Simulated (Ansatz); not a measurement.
Crystal: Nb.

```
Nb
1.0
     0.00000    2.11500    2.11500
     2.11500    0.00000    2.11500
     2.11500    2.11500    0.00000
Nb
1
Direct
  0.00000 0.00000 0.00000
```

This isn't the form of Nb at room conditions, which is bcc.

| Item | Value |
| --- | --- |
| Program | Ansatz 0.2.0 |
| Task | relaxation of cell and atoms |
| Functional | HSEsol |
| Potentials or basis | Ansatz PAW |
| Cutoff | 420 eV (not typed: the program's choice for these potentials) |
| k mesh | 6 × 6 × 6 |
| Occupations | fermi-dirac, width 0.05 eV |
| Spin | no spin polarisation |

At the start: volume 18.92 Å³/atom.

Task: Where does the relaxation end?

Result: It ends after 4 steps and the volume is 18.32 Å³/atom (-3.2 %); space group Fm-3m (No. 225, to 0.05 Å).

Step by step:
```csv
step,energy change (eV),largest force (eV/Å),volume (Å³)
1,0.0000,0.0000,18.92
2,-0.0113,0.0000,18.31
3,-0.0113,0.0000,18.32
4,-0.0112,0.0000,18.32
```

Final structure:
```xyz
1
Lattice="0.0000 2.0924 2.0924 2.0924 0.0000 2.0924 2.0924 2.0924 0.0000" Properties=species:S:1:pos:R:3 pbc="T T T"
Nb    0.0000    0.0000    0.0000
```

Caveat: the k mesh is coarse (spacing up to 0.43 Å⁻¹), so the values aren't converged, least of all with exact exchange; the plane-wave basis is chosen anew once the cell has moved, so the energies of steps on either side of that aren't comparable; the PAW data sets come from PBE, with cores solved anew for the run's functional, which leaves a small shift of forces and pressure.
